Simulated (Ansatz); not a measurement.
# CdS (Hawleyite) (F-43m) in Ansatz: further runs

The runs below take CdS (Hawleyite) through band structure, with HSEsol, HSE03.

All numbers are computed with Ansatz 0.2.0; they aren't measurements. Logs are shortened: lines on timing, memory, paths and dates and some standing lists are left out, and cuts for length are marked.

## 1. The structure

Symmetry: F-43m, No. 216, cubic system. The conventional cell has a = 5.833 Å, b = 5.833 Å, c = 5.833 Å, α = 90.00°, β = 90.00°, γ = 90.00°. Cd (site symmetry -43m) has 4 S at 2.53 Å as nearest neighbours. S (site symmetry -43m) has 4 Cd at 2.53 Å as nearest neighbours.

## 2. Band structure, HSEsol

input.yaml

```yaml
crystal:
  lattice:
    - [0.0, 2.9165, 2.9165]
    - [2.9165, 0.0, 2.9165]
    - [2.9165, 2.9165, 0.0]
  atoms:
    - { symbol: Cd, position: [0.0, 0.0, 0.0] }
    - { symbol: S, position: [0.75, 0.75, 0.75] }
hamiltonian:
  xc:
    exchange: hjs_pbesol
    correlation: pbesol
    exx: { coeff: 0.25, omega: 0.207 }
  pseudopotentials: { kind: paw }
kpoints:
  mp_grid: { grid: [4, 4, 4] }
  band_path:
    path:
      - [[0.0, 0.0, 0.0], [0.5, 0.0, 0.5], [0.5, 0.25, 0.75], [0.375, 0.375, 0.75], [0.0, 0.0, 0.0], [0.5, 0.5, 0.5], [0.625, 0.25, 0.625], [0.5, 0.25, 0.75], [0.5, 0.5, 0.5], [0.375, 0.375, 0.75]]
      - [[0.625, 0.25, 0.625], [0.5, 0.0, 0.5]]
    npoints: 4
scf:
  occupations: { method: fermi_dirac, width: 0.05 }
  n_extra_bands: 6
output:
  forces: true
  stress: true
  eigenvalues: true
  fatbands: false
  write_density: true
  write_potential: true
  elf: true
  volumetric_format: npy
```

Potentials or basis: Ansatz PAW.

On the command line:

```sh
$ ansatz run input.yaml --threads 2 --pin off --max-ram 5632MiB --backend cpu --events-out ev --progress --plain --runs-dir out
```

Log:

```text
Warning: output.stress: scf.convergence.dr2_threshold = 1e-7 eV (the SCF's general default) is looser than the 2e-10 eV advised for a printed stress (1e-10 eV for each atom of the cell: 2). What an SCF threshold leaves in a stress goes as its square root, and in the free energy as the threshold itself, and one threshold admits the most on a small cell: of the crystals measured, under no hybrid functional and no lock of the moments, on runs that ended without the residual-converged pass, on stresses that held no estimate of that error, the worst erred by over 100 MPa in a component at 1e-7 eV an atom and by under 5 at 1e-10. Set scf.convergence.dr2_threshold to 2e-10 eV or tighter. The threshold is an SCF's pass mark: one that does not reach it within its budget of iterations ends unconverged, or closes short of it on a stop that the run arms, and scf.convergence.dr2_threshold's page says what that costs each kind of run
Warning: output.stress: scf.exx.energy_threshold = 1e-6 eV is looser than the 2e-8 eV advised for a stress under a hybrid functional (1e-8 eV for each atom of the cell: 2). Every SCF of the exchange loop can meet its threshold on dr2 while the loop round them stops early: no threshold on dr2 bounds what that leaves in the stress. Set scf.exx.energy_threshold to 2e-8 eV or tighter. The threshold is the loop's pass mark: a loop that does not reach it within its budget of cycles ends unconverged, and scf.exx.energy_threshold's page has the law
Warning: RAYON_NUM_THREADS=2 ignored (pool sized by the plan → 2); use --threads N
scf.n_extra_bands = 6 over 13 filled bands (N_el = 26.0): the run solves 19 bands
Engine: ansatz 0.2.0, x86_64-unknown-linux-gnu
Pseudopotentials: kind: paw
Pseudopotential: Cd, paw, valence charge 20, recommended cutoff 420 eV (normal), Cd.paw.azcp
Pseudopotential: S, paw, valence charge 6, recommended cutoff 420 eV (normal), S.paw.azcp
Functional definition: unnamed
  parameter a_1 = 0.25
  parameter omega_1 = 0.207/angstrom
  exchange = pbe_x(mu = 0.12345679012345678) + (-a_1)*hjs_pbesol_x_sr(omega_1) + a_1*exact_x_sr(omega_1)
  correlation = pbe_c(beta = 0.046)
Crystal: 2 atoms, lattice volume = 49.615 Å³
Basis set: ecut = 420 eV, 941 PW (Γ), exchange–correlation on 60×60×60 points (8 copies of the dense FFT grid, shifted against one another)
Bands: 19, of which v1, the nominal top of the filled ones, is band 13 counted from 1 (12 counted from 0)
Symmetry: 24 space group operations
Space group: F-43m (ITA 216), of the structure as read, at distance tolerance 3.7e-5 Å
k-points: 8 of 64 (time reversal used)
Non-local potential: Cd, projectors of the file, l = 0: 3, l = 1: 2, l = 2: 2, l = 3: 1
Non-local potential: S, projectors of the file, l = 0: 2, l = 1: 2, l = 2: 2
PAW form: soft (Blöchl's): semilocal exchange-correlation on the pseudo side does not see the compensation charge
PAW frozen core: Cd, regenerated for the run's functional, and the local potential with it (the file was generated under x = pbe(κ = 0.804, μ = 0.2195149727645171), c = pbe(β = 0.06672455060314922))
PAW frozen core: S, regenerated for the run's functional, and the local potential with it (the file was generated under x = pbe(κ = 0.804, μ = 0.2195149727645171), c = pbe(β = 0.06672455060314922))
PAW one-centre angular grid: Cd, 590 points (default); XC on 64 Gauss nodes
PAW one-centre angular grid: S, 110 points (default); XC on 64 Gauss nodes
Initial density: superposition of atomic densities (neutral atoms: chi_scale 0, normalization atom), corrected by the library's trained network
Initial wavefunctions: pseudopotential atomic-orbital guess
Functional: x = pbesol(κ = 0.804, μ = 0.12345679012345678), c = pbesol(β = 0.046), warm-up for x = hjs_pbesol + 0.25 (exact − hjs_pbesol) at short range (ω = 0.207 Å⁻¹), c = pbesol(β = 0.046)
SCF iter   1: F=—  HF=-9070.190073 eV  |F-HF|=—  |Δ(HF+E_count)|=         —  Δρ=5.67e-3  dr2=1.77e-2  ethr=1.77e-3  ⟨swp⟩=12.0  Hψ=772  notcnv=0
preconditioner: auto → none  [insulator: Δε(μ)=0.926 eV  Ē_g=13.852 eV  σ=0.050 eV  W_gap=1.00  n_scr=14 (ndim 8)  ℏωp=22.4 eV  f_vac=0.128  D(μ)=0.00/eV (n_scr^D=0)]
iter 2 solved again at ethr=6.90e-7 eV; its pass at ethr=6.81e-5 eV (dr2=1.79e-4 eV) is discarded
SCF iter   2: F=—  HF=-9070.184202 eV  |F-HF|=—  |Δ(HF+E_count)|=   5.87e-3  Δρ=9.30e-4  dr2=1.80e-4  ethr=6.90e-7  ⟨swp⟩=2.5  Hψ=655  notcnv=0
SCF iter   3: F=-9070.184199 eV  HF=-9070.184183 eV  |F-HF|=1.64e-5  |Δ(HF+E_count)|=   1.95e-5  Δρ=3.67e-4  dr2=2.65e-5  ethr=6.90e-7  ⟨swp⟩=3.0  Hψ=315  notcnv=0
SCF 1 stopped early in 3 iterations: F = -9070.184199 eV  dr2 = 2.65e-5
Initial density: handed on by an earlier stage of this run
Initial wavefunctions: those handed on with the density
Functional: x = hjs_pbesol + 0.25 (exact − hjs_pbesol) at short range (ω = 0.207 Å⁻¹), c = pbesol(β = 0.046)
Exchange kernel: α = 0.2500, screened, ω = 0.2070 Å⁻¹, Wigner–Seitz truncation, v(0) = 1039.0586 eV·Å³, q-mesh 4×4×4, nearest image of the exchange supercell L = 16.50 Å, pair-density grid 18×18×18, without the augmentation charges, whose exchange is taken in its separable form by FFT convolution over the k-point mesh (sized by the pseudopotential files, 24×24×24 at the most), smooth part of the exact exchange by density-matrix convolution
Frozen-core exchange: fock
SCF iter   1: F=—  HF=-9098.799922 eV  |F-HF|=—  |Δ(HF+E_count)|=         —  Δρ=7.04e-3  dr2=2.16e-2  ethr=1.02e-6  ⟨swp⟩=6.8  Hψ=725  notcnv=0
preconditioner: auto → none  [insulator: Δε(μ)=2.008 eV  Ē_g=16.038 eV  σ=0.050 eV  W_gap=1.00  n_scr=14 (ndim 8)  ℏωp=22.4 eV  f_vac=0.126  D(μ)=0.00/eV (n_scr^D=0)]
SCF iter   2: F=—  HF=-9098.793455 eV  |F-HF|=—  |Δ(HF+E_count)|=   6.47e-3  Δρ=2.29e-3  dr2=1.82e-3  ethr=1.02e-6  ⟨swp⟩=4.0  Hψ=474  notcnv=0
SCF iter   3: F=—  HF=-9098.799827 eV  |F-HF|=—  |Δ(HF+E_count)|=   6.37e-3  Δρ=1.58e-3  dr2=8.83e-4  ethr=1.02e-6  ⟨swp⟩=4.0  Hψ=397  notcnv=0
SCF iter   4: F=—  HF=-9098.799593 eV  |F-HF|=—  |Δ(HF+E_count)|=   2.34e-4  Δρ=4.59e-4  dr2=6.67e-5  ethr=1.02e-6  ⟨swp⟩=3.0  Hψ=320  notcnv=0
SCF iter   5: F=—  HF=-9098.799679 eV  |F-HF|=—  |Δ(HF+E_count)|=   8.66e-5  Δρ=1.92e-4  dr2=1.86e-5  ethr=2.12e-7  ⟨swp⟩=3.0  Hψ=284  notcnv=0
SCF iter   6: F=-9098.799674 eV  HF=-9098.799674 eV  |F-HF|=2.89e-7  |Δ(HF+E_count)|=   5.26e-6  Δρ=2.35e-5  dr2=1.42e-6  ethr=6.70e-8  ⟨swp⟩=3.0  Hψ=329  notcnv=0
SCF 2 stopped early in 6 iterations: F = -9098.799674 eV  dr2 = 1.42e-6
hybrid outer 1: dexx = +7.562e-3 eV, tail = 2.36e-5 eV
Exchange kernel: α = 0.2500, screened, ω = 0.2070 Å⁻¹, Wigner–Seitz truncation, v(0) = 1039.0586 eV·Å³, q-mesh 4×4×4, nearest image of the exchange supercell L = 16.50 Å, pair-density grid 18×18×18, without the augmentation charges, whose exchange is taken in its separable form by FFT convolution over the k-point mesh (sized by the pseudopotential files, 24×24×24 at the most), smooth part of the exact exchange by density-matrix convolution
Frozen-core exchange: fock
SCF iter   1: F=—  HF=-9098.799732 eV  |F-HF|=—  |Δ(HF+E_count)|=         —  Δρ=4.96e-5  dr2=2.99e-7  ethr=4.55e-7  ⟨swp⟩=4.6  Hψ=385  notcnv=0
preconditioner: auto → none  [insulator: Δε(μ)=2.024 eV  Ē_g=15.962 eV  σ=0.050 eV  W_gap=1.00  n_scr=14 (ndim 8)  ℏωp=22.4 eV  f_vac=0.129  D(μ)=0.00/eV (n_scr^D=0)]
SCF iter   2: F=—  HF=-9098.799732 eV  |F-HF|=—  |Δ(HF+E_count)|=   4.70e-8  Δρ=1.66e-5  dr2=8.02e-8  ethr=1.08e-9  ⟨swp⟩=3.5  Hψ=361  notcnv=0
SCF iter   3: F=—  HF=-9098.799732 eV  |F-HF|=—  |Δ(HF+E_count)|=   1.71e-8  Δρ=4.14e-6  dr2=2.00e-8  ethr=2.35e-10  ⟨swp⟩=3.0  Hψ=318  notcnv=0
SCF iter   4: F=-9098.799732 eV  HF=-9098.799732 eV  |F-HF|=4.21e-9  |Δ(HF+E_count)|=   7.89e-8  Δρ=2.78e-6  dr2=4.69e-9  ethr=1.94e-11  ⟨swp⟩=4.0  Hψ=440  notcnv=0  defer=1
SCF 3 converged in 4 iterations: F = -9098.799732 eV  dr2 = 4.69e-9
  Residual-converged pass: ⟨swp⟩=2.1  Hψ=246  notcnv=0  max |occ|·‖R‖ = 2.3e-6 eV (tolerance 2.4e-6 eV)  dr2=4.69e-9  dr2_onsite=3.91e-10  max |Δocc| = 4.7e-18
hybrid outer 2: dexx = +2.112e-7 eV, tail = 2.95e-8 eV, Δε = 2.59e-3 eV (about 1.07e-4 eV left of the loop's levels)
NSCF: frozen V_eff on 42 k-points
hybrid SCF converged: 2 outer / 10 inner (+3 warm-up), last move |dexx| = 2.11e-7 eV, tail = 2.95e-8 eV
Stability not checked: this state was not tested for a lower state beside it, because the functional holds exact exchange (a hybrid, or Hartree-Fock), whose exchange loop this test does not read (fock_operator; see scf.lower_state_search)
Free energy (F): -9098.799732 eV
Frozen-core exchange: fock
Harris-Foulkes:  -9098.799732 eV  (|F-HF|=4.21e-9)
Internal energy: -9098.799732 eV  (E = F + TS)
E sigma→0 (E₀):  -9098.799732 eV
Fermi energy:    7.233512 eV
--- Per-component energies (eV) ---
  E_band       = -572.172127
  E_kinetic    = 612.577706
  E_local      = -4017.867884  (includes V_loc(G=0)·N_el)
  E_nonlocal   = 66.199335
  E_hartree    = 1844.924077
  E_xc         = -217.390047
  E_vxc        = -245.010688  (∫ρ·V_xc dr)
  E_exx        = -99.622865  (= α·E_x^exact, valence–valence)
  E_paw        = -4582.244412  (= ΣΔE_a)
  E_vpaw       = -478.676173  (= ΣTr[D̂ρ^β])
  E_aug_tail   = 0.000014  (compensation charges beyond the density's cutoff)
  E_ewald      = -2704.981299
  E_core_change = -0.394356  (= ΣΔE_core)
  E_smearing   = -0.000000  (= −TS)
  E_closure    = 0.000000  (closes the sum)
  Σ components = -9098.799732   (vs F -9098.799732, Δ=0.00e0)
--- Forces (eV/Å), atoms counted from 1 ---
  atom   1  Cd    -0.00000000     0.00000000    -0.00000000
  atom   2  S      0.00000000    -0.00000000    -0.00000000
  max |Σ_I F_I| component: 4.63e-17 eV/Å
--- Stress (GPa, compression-positive) ---
       -0.403600      -0.000000      -0.000000
        0.000000      -0.403600       0.000000
       -0.000000       0.000000      -0.403600
  P = ⅓ Tr σ = -0.4036 GPa (-4.036 kbar)
--- Band table (eV; the first three rows and the last of 8) ---
  k-point 0: bands = ["-100.0887", "-59.8341", "-59.8341", "-59.8341", "-7.3707", "-2.7123", "-2.7123", "-2.7123", "-2.2230", "-2.2230", "6.1940", "6.1940", "6.1940", "8.2180", "13.7954", "13.7954", "13.7954", "18.7634", "18.8847"]
  k-point 1: bands = ["-100.0887", "-59.8342", "-59.8341", "-59.8341", "-7.1388", "-2.6404", "-2.6404", "-2.4346", "-2.2197", "-2.2197", "3.5287", "5.7649", "5.7649", "9.9271", "13.4983", "14.3290", "14.3290", "17.9262", "17.9262"]
  k-point 2: bands = ["-100.0887", "-59.8343", "-59.8341", "-59.8341", "-6.9106", "-2.5896", "-2.5896", "-2.1890", "-2.1890", "-1.8012", "1.4430", "5.3801", "5.3801", "10.1779", "14.2463", "14.2463", "14.7120", "18.2895", "19.9449"]
  k-point 7: bands = ["-100.0887", "-59.8344", "-59.8341", "-59.8339", "-6.7733", "-2.4674", "-2.4642", "-2.2696", "-2.2143", "-1.5277", "2.0258", "3.7613", "3.7886", "12.4875", "12.8941", "14.4988", "15.1473", "18.7304", "20.4829"]
```

Run time: 2.4 min. Hardware: 2 threads of Intel Xeon at 2.70GHz, shared host; peak memory 0.69 GiB.

Results:

| Item | Value |
| --- | --- |
| Free energy | -9098.7997 eV |
| Pressure | -0.4 GPa |
| Band gap on the k mesh | 2.02 eV, direct |
| Band gap along the path | 2.02 eV, direct |

Levels at the corners of the path, in eV from the valence-band top:
| point | band 10 | band 11 | band 12 | band 13 | band 14 | band 15 | band 16 | band 17 |
| --- | --- | --- | --- | --- | --- | --- | --- | --- |
| Γ | -8.42 | 0.00 | 0.00 | 0.00 | 2.02 | 7.60 | 7.60 | 7.60 |
| X | -7.91 | -4.27 | -2.04 | -2.04 | 4.31 | 5.37 | 10.38 | 12.16 |
| W | -7.72 | -4.17 | -2.43 | -2.41 | 6.29 | 6.70 | 8.30 | 8.95 |
| K | -7.78 | -4.21 | -2.76 | -1.66 | 5.12 | 6.56 | 9.52 | 10.24 |
| Γ | -8.42 | 0.00 | 0.00 | 0.00 | 2.02 | 7.60 | 7.60 | 7.60 |
| L | -8.00 | -4.75 | -0.81 | -0.81 | 3.98 | 8.05 | 8.05 | 8.52 |
| U | -7.78 | -4.21 | -2.76 | -1.66 | 5.12 | 6.56 | 9.52 | 10.24 |
| W | -7.72 | -4.17 | -2.43 | -2.41 | 6.29 | 6.70 | 8.30 | 8.95 |
| L | -8.00 | -4.75 | -0.81 | -0.81 | 3.98 | 8.05 | 8.05 | 8.52 |
| K | -7.78 | -4.21 | -2.76 | -1.66 | 5.12 | 6.56 | 9.52 | 10.24 |
| U | -7.78 | -4.21 | -2.76 | -1.66 | 5.12 | 6.56 | 9.52 | 10.24 |
| X | -7.91 | -4.27 | -2.04 | -2.04 | 4.31 | 5.37 | 10.38 | 12.16 |

Caveat: the k mesh is coarse (spacing up to 0.47 Å⁻¹), so the values aren't converged, least of all with exact exchange; the PAW data sets come from PBE, with cores solved anew for the run's functional, which leaves a small shift of forces and pressure; the thresholds are loose for stress.

## 3. Band structure, HSE03

Changes to input.yaml since step 2:

```diff
@@ -9,6 +9,3 @@
 hamiltonian:
-  xc:
-    exchange: hjs_pbesol
-    correlation: pbesol
-    exx: { coeff: 0.25, omega: 0.207 }
+  xc: { exchange: pbe, correlation: pbe, exx: { coeff: 0.25, omega: 0.3 } }
   pseudopotentials: { kind: paw }
@@ -29,5 +26 @@
   fatbands: false
-  write_density: true
-  write_potential: true
-  elf: true
-  volumetric_format: npy
```

Potentials or basis: Ansatz PAW.

On the command line:

```sh
$ ansatz run input.yaml --threads 2 --pin off --max-ram 5632MiB --backend cpu --events-out ev --progress --plain --runs-dir out
```

Run time: 2.4 min. Hardware: 2 threads of Intel Xeon at 2.70GHz, shared host; peak memory 0.69 GiB.

It converged, with:

* Free energy: -9162.1018 eV
* Pressure: 2.0 GPa
* Band gap on the k mesh: 1.98 eV, direct
* Band gap along the path: 1.98 eV, direct

Levels at the corners of the path, in eV from the valence-band top:
| point | band 11 | band 12 | band 13 | band 14 | band 15 | band 16 |
| --- | --- | --- | --- | --- | --- | --- |
| Γ | 0.00 | 0.00 | 0.00 | 1.98 | 7.47 | 7.47 |
| X | -4.16 | -1.98 | -1.98 | 4.25 | 5.26 | 10.26 |
| W | -4.06 | -2.36 | -2.34 | 6.20 | 6.52 | 8.19 |
| K | -4.10 | -2.67 | -1.61 | 5.04 | 6.42 | 9.41 |
| Γ | 0.00 | 0.00 | 0.00 | 1.98 | 7.47 | 7.47 |
| L | -4.62 | -0.79 | -0.79 | 3.90 | 7.92 | 7.92 |
| U | -4.10 | -2.67 | -1.61 | 5.04 | 6.42 | 9.41 |
| W | -4.06 | -2.36 | -2.34 | 6.20 | 6.52 | 8.19 |
| L | -4.62 | -0.79 | -0.79 | 3.90 | 7.92 | 7.92 |
| K | -4.10 | -2.67 | -1.61 | 5.04 | 6.42 | 9.41 |
| U | -4.10 | -2.67 | -1.61 | 5.04 | 6.42 | 9.41 |
| X | -4.16 | -1.98 | -1.98 | 4.25 | 5.26 | 10.26 |

Caveat: the k mesh is coarse (spacing up to 0.47 Å⁻¹), so the values aren't converged, least of all with exact exchange; the PAW data sets come from PBE, with cores solved anew for the run's functional, which leaves a small shift of forces and pressure; the thresholds are loose for stress.
